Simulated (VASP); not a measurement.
Set up this calculation in VASP 6.6.1, as the native input.

```
Task                   : single point
Functional             : PBE
Potentials or basis    : VASP PAW PBE potentials, release 64 (N_s, B_s)
Cutoff                 : 900 eV
k mesh                 : 13 × 13 × 13
Occupations            : gaussian, width 0.05 eV
Spin                   : no spin polarisation
Further INCAR settings : ADDGRID = False; ALGO = Normal; EDIFF = 1e-08
```

The structure of BN lies in POSCAR:

```
BN
1.0
    0.0000000000      3.4953158300      2.1660912400
    1.2516321000      0.0000000000      2.1660912400
    1.2516321000      3.4953158300      0.0000000000
N B
1 1
Direct
    0.6666513400      0.6666513400      0.3333486600
    0.0000486500      0.0000486500      0.9999513500
```

Measurements of this composition are mostly on another form, of space group No. 194.

One way to write it, as run:

INCAR

```
PREC = Accurate
ENCUT = 900
EDIFF = 1E-8
ISMEAR = 0
SIGMA = 0.05
LREAL = False
LASPH = True
NELM = 100
ALGO = Normal
ISIF = 2
LWAVE = False
LCHARG = False
GGA = PE
ADDGRID = False
```

KPOINTS

```
regular mesh
0
Gamma
  13 13 13
```

Potentials or basis: VASP PAW PBE potentials, release 64 (N_s, B_s).

The run is started by

```sh
$ cat potpaw_PBE.64/N_s/POTCAR potpaw_PBE.64/B_s/POTCAR > POTCAR
$ mpirun -np 1 vasp_std > vasp.out
```

Results of the run:

The pressure is 4.4 GPa and the largest force is 0.010 eV/Å. The band gap on the k mesh is 3.90 eV, indirect (least direct gap 4.66 eV).

Caveat: an odd mesh through Γ misses points on the zone boundary, where band edges often lie.

Run time: 55 s on 1 thread of Intel(R) Xeon(R) 6975P-C (Granite Rapids), on a shared host, peak memory 0.27 GiB.
